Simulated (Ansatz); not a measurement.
Base system: Li$_{3}$N (space group P6/mmm, No. 191; a = 3.6344 Å, c = 3.8645 Å). Axes: x lies along a and z along c of the hexagonal cell.

All numbers come from PBE/PAW in Ansatz (a quantum-chemistry and plane-wave program), spin-orbit coupling left out.

Strains are applied to the cell and any free atomic positions relax; under biaxial strain the out-of-plane vector relaxes too.

One change was made to it. Results:

```tsv
quantity	base	after
smallest direct gap	1.27 eV	1.28 eV
band gap	1.06 eV	1.08 eV
width of the top valence band	1.04 eV	1.07 eV
```

Problem. Which of these changes matches the shifts?
A. isotropic strain −0.74 %
B. biaxial strain +2.33 %, plane normal [001], relaxed out of plane
C. uniaxial strain ε_zz = −4.05 %
D. biaxial strain −0.83 %, plane normal [001], relaxed out of plane
E. isotropic strain −1.46 %

Solution. D, biaxial strain −0.83 %, plane normal [001], relaxed out of plane. For comparison, the band gap in the other runs: uniaxial strain ε_zz = −4.05 % gives 1.21 eV; biaxial strain +2.33 %, plane normal [001], relaxed out of plane gives 1.00 eV; isotropic strain −1.46 % gives 1.16 eV; isotropic strain −0.74 % gives 1.12 eV.

Gaps are read on the SCF mesh and a high-symmetry path. Stability against distortions was not tested.
